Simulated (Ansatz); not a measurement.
# KCl: a strain scan

The task, for KCl: strain the cell along the Voigt pattern (1, 1, 0, 0, 0, 0).

Program: Ansatz 0.2.0. Level of theory: DFT PBE, scalar-relativistic, plane waves, PAW. These are calculated values, not measurements.

## (1) The starting structure

It takes space group Fm-3m (No. 225, cubic). The conventional cell has a = 6.312 Å, b = 6.312 Å, c = 6.312 Å, α = 90.00°, β = 90.00°, γ = 90.00°. K (site symmetry m-3m) has 6 Cl at 3.16 Å in its first shell of neighbours. Cl (site symmetry m-3m) is surrounded by 6 K at 3.16 Å.

Structure file:

```cif
data_structure
_symmetry_space_group_name_H-M 'Fm-3m'
_symmetry_Int_Tables_number 225
_cell_length_a 6.3122
_cell_length_b 6.3122
_cell_length_c 6.3122
_cell_angle_alpha 90.000
_cell_angle_beta 90.000
_cell_angle_gamma 90.000
_cell_volume 251.50
loop_
_atom_site_label
_atom_site_type_symbol
_atom_site_symmetry_multiplicity
_atom_site_Wyckoff_symbol
_atom_site_fract_x
_atom_site_fract_y
_atom_site_fract_z
_atom_site_occupancy
K1 K 4 a 0.00000 0.00000 0.00000 1
Cl1 Cl 4 b 0.50000 0.00000 0.00000 1
```

The cell is taken as given, not relaxed at this level.

## (2) The reference cell

Reference values: F = -2621.2224 eV; pressure 0.58 GPa; largest force 0.000 eV/Å; gap on the mesh 5.16 eV. It was computed beforehand with the settings of the runs below.

## (3) Next: a strain scan

The cell is strained by ε times the Voigt pattern (1, 1, 0, 0, 0, 0) (xx, yy, zz, yz, xz, xy; engineering shear), with fractional coordinates fixed (clamped ions). The stress on the pattern is the sum of the stress components weighted by it, tension positive.

## (4) At ε = -0.0600

input.yaml reads:

```yaml
crystal:
  lattice:
    - [0.0, 2.966734, 3.1561]
    - [2.966734, 0.0, 3.1561]
    - [2.966734, 2.966734, 0.0]
  atoms:
    - { symbol: K, position: [0.0, 0.0, 0.0] }
    - { symbol: Cl, position: [0.5, 0.5, 0.5] }
basis:
  ecutwfc: 420
kpoints:
  mp_grid: { grid: [6, 6, 6] }
hamiltonian:
  xc: pbe
scf:
  occupations: { method: gaussian, width: 0.05 }
output:
  forces: true
  stress: true
  eigenvalues: true
```

The run is started by

```console
ansatz run input.yaml --threads 1 --pin off --max-ram 2560MiB --backend cpu --events-out ev --progress --plain --runs-dir out
```

## (5) Point ε = 0.0450

Edit input.yaml of step 4 so:

```diff
@@ -2,5 +2,5 @@
   lattice:
-    - [0.0, 2.966734, 3.1561]
-    - [2.966734, 0.0, 3.1561]
-    - [2.966734, 2.966734, 0.0]
+    - [0.0, 3.2981245, 3.1561]
+    - [3.2981245, 0.0, 3.1561]
+    - [3.2981245, 3.2981245, 0.0]
   atoms:
```

## (6) At ε = -0.0300

Edit input.yaml of step 5 so:

```diff
@@ -2,5 +2,5 @@
   lattice:
-    - [0.0, 3.2981245, 3.1561]
-    - [3.2981245, 0.0, 3.1561]
-    - [3.2981245, 3.2981245, 0.0]
+    - [0.0, 3.061417, 3.1561]
+    - [3.061417, 0.0, 3.1561]
+    - [3.061417, 3.061417, 0.0]
   atoms:
```

## (7) At ε = 0.0150

Edit input.yaml of step 6 so:

```diff
@@ -2,5 +2,5 @@
   lattice:
-    - [0.0, 3.061417, 3.1561]
-    - [3.061417, 0.0, 3.1561]
-    - [3.061417, 3.061417, 0.0]
+    - [0.0, 3.2034415, 3.1561]
+    - [3.2034415, 0.0, 3.1561]
+    - [3.2034415, 3.2034415, 0.0]
   atoms:
```

## (8) ε = 0.0600

Edit input.yaml of step 7 so:

```diff
@@ -2,5 +2,5 @@
   lattice:
-    - [0.0, 3.2034415, 3.1561]
-    - [3.2034415, 0.0, 3.1561]
-    - [3.2034415, 3.2034415, 0.0]
+    - [0.0, 3.345466, 3.1561]
+    - [3.345466, 0.0, 3.1561]
+    - [3.345466, 3.345466, 0.0]
   atoms:
```

## (9) ε = -0.0450

Edit input.yaml of step 8 so:

```diff
@@ -2,5 +2,5 @@
   lattice:
-    - [0.0, 3.345466, 3.1561]
-    - [3.345466, 0.0, 3.1561]
-    - [3.345466, 3.345466, 0.0]
+    - [0.0, 3.0140755, 3.1561]
+    - [3.0140755, 0.0, 3.1561]
+    - [3.0140755, 3.0140755, 0.0]
   atoms:
```

## (10) ε = 0.0300

Edit input.yaml of step 9 so:

```diff
@@ -2,5 +2,5 @@
   lattice:
-    - [0.0, 3.0140755, 3.1561]
-    - [3.0140755, 0.0, 3.1561]
-    - [3.0140755, 3.0140755, 0.0]
+    - [0.0, 3.250783, 3.1561]
+    - [3.250783, 0.0, 3.1561]
+    - [3.250783, 3.250783, 0.0]
   atoms:
@@ -20 +20,5 @@
   eigenvalues: true
+  write_density: true
+  write_potential: true
+  elf: true
+  volumetric_format: npy
```

## (11) ε = -0.0150

input.yaml reads:

```yaml
crystal:
  lattice:
    - [0.0, 3.1087585, 3.1561]
    - [3.1087585, 0.0, 3.1561]
    - [3.1087585, 3.1087585, 0.0]
  atoms:
    - { symbol: K, position: [0.0, 0.0, 0.0] }
    - { symbol: Cl, position: [0.5, 0.5, 0.5] }
basis:
  ecutwfc: 420
kpoints:
  mp_grid: { grid: [6, 6, 6] }
hamiltonian:
  xc: pbe
scf:
  occupations: { method: gaussian, width: 0.05 }
output:
  forces: true
  stress: true
  eigenvalues: true
```

## (12) At ε = 0.0525

Edit input.yaml of step 11 so:

```diff
@@ -2,5 +2,5 @@
   lattice:
-    - [0.0, 3.1087585, 3.1561]
-    - [3.1087585, 0.0, 3.1561]
-    - [3.1087585, 3.1087585, 0.0]
+    - [0.0, 3.32179525, 3.1561]
+    - [3.32179525, 0.0, 3.1561]
+    - [3.32179525, 3.32179525, 0.0]
   atoms:
```

(Steps that only read results are left out.)

Q: Predict the outcome of this session. Wanted: slope of the stress at ε = 0, over ±0.0150.

As calculated:

| quantity | value |
| --- | --- |
| slope of the stress at ε = 0, over ±0.0150 | 100 GPa |

In words: The slope of the stress at zero strain, 100 GPa, estimates C11 + C22 + 2 C12 with clamped ions in this Cartesian frame; letting the atoms relax could not make it stiffer. The undisturbed cell is not the lowest point: the energy is 1.4 meV/atom lower at ε = 0.0150; the cell was taken as given and not relaxed at this level. Compression costs more than tension: 58.8 against 13.7 meV/atom at the ends. The gap on the mesh stays between 4.77 and 5.56 eV.
